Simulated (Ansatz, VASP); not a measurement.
**NaF: VASP beside Ansatz**

```
Na F
1.0
     0.29151    2.47782    2.47782
     2.47782    0.29151    2.47782
     2.47782    2.47782    0.29151
Na F
1 1
Direct
  0.00000 0.00000 0.00000
  0.50000 0.50000 0.50000
```

Alike in both runs: task single point; functional LDA; k mesh 4 × 4 × 4; occupations gaussian, width 0.05 eV; no spin polarisation.

|  | VASP | Ansatz |
| --- | --- | --- |
| version | VASP 6.6.1 | Ansatz 0.2.0 |
| potentials or method | VASP PAW LDA potentials, release 64 (Na_pv, F) | scalar-relativistic, plane waves, PAW |
| plane-wave cutoff (eV) | 520 | 420 |
| valence electrons in the cell | 14 | 16 |

|  | VASP | Ansatz | Ansatz less VASP |
| --- | --- | --- | --- |
| gap on the k mesh at the Fermi level (eV) | 5.46 | 5.48 | +0.022 |
| least direct gap on the mesh (eV) | 5.46 | 5.48 | +0.022 |
| pressure (GPa) | -5.1 | -5.0 | +0.08 |
| largest component of the traceless stress (GPa) | 4.67 | 4.69 | +0.014 |

The two sets of potentials don't hold the same shells in valence.

Caveats: the k mesh is coarse (spacing up to 0.61 Å⁻¹), so the values aren't converged.
